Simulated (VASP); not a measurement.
A run of VASP 6.6.1 is set up as follows.

INCAR

```
SYSTEM = Li
PREC = Accurate
ENCUT = 520
EDIFF = 1E-7
ISMEAR = 0
SIGMA = 0.15
LREAL = Auto
LASPH = .True.
NELM = 100
ALGO = Fast
ISIF = 2
LWAVE = .False.
LCHARG = .False.
GGA = PE
IVDW = 12
NBANDS = 40
```

File KPOINTS:

```
regular mesh
0
Gamma
  3 3 3
  0 0 0
```

The input POSCAR:

```
Li
1.0
    6.9800000000      0.0000000000      0.0000000000
    0.0000000000      6.9800000000      0.0000000000
    0.0000000000      0.0000000000      6.9800000000
Li
17
Direct
   -0.0112444126     -0.0015703438      0.0151143266
    0.5098809456      0.0209573066      0.0060568768
   -0.0264687679      0.5373574499     -0.0001204871
    0.1063561605      0.0511405444      0.4460117479
    0.2283948424      0.2939687679      0.2065987106
    0.5243601719      0.4563116046      0.0517972779
    0.4992277937      0.0213107450      0.5106975645
    0.7758915473      0.2400989971      0.2832504298
    0.0048573066      0.5194285100      0.5005482808
    0.2726792264      0.7477080229      0.2345290831
    0.2420124642      0.2702989971      0.7726593123
    0.4819474212      0.4803830946      0.4920865330
    0.7413773639      0.7612177650      0.2697194842
    0.7698826648      0.2673892550      0.7494511461
    0.2489170487      0.7539922636      0.7656855301
    0.6384859599      0.6841488539      0.7984459885
    0.8722322350     -0.1108607450      0.6460137536
```

Potentials or basis: VASP PAW PBE potentials, release 64 (Li_sv).

Run with:

```bash
$ cat potpaw_PBE.64/Li_sv/POTCAR > POTCAR
$ mpirun -np 1 vasp_std > vasp.out
```

**Question.** Predict the largest force.

**Answer.** 0.007 eV/Å.

**Question.** What does it give for the band gap on the k mesh?

**Answer.** None (metal or under the smearing width).

Forces on the atoms (eV/Å):
```
Li  -0.001  0.001 -0.001
Li  -0.003 -0.003 -0.002
Li   0.001  0.000 -0.006
Li   0.005 -0.001 -0.002
Li   0.005  0.001  0.000
Li  -0.004  0.000  0.004
Li  -0.003 -0.005 -0.002
Li   0.003  0.003  0.002
Li  -0.006  0.001  0.002
Li   0.003 -0.005  0.003
Li  -0.001 -0.005 -0.003
Li  -0.001  0.007  0.002
Li   0.007  0.001  0.000
Li  -0.001 -0.001  0.000
Li   0.000  0.002 -0.001
Li  -0.001  0.001  0.005
Li  -0.004  0.003  0.000
```
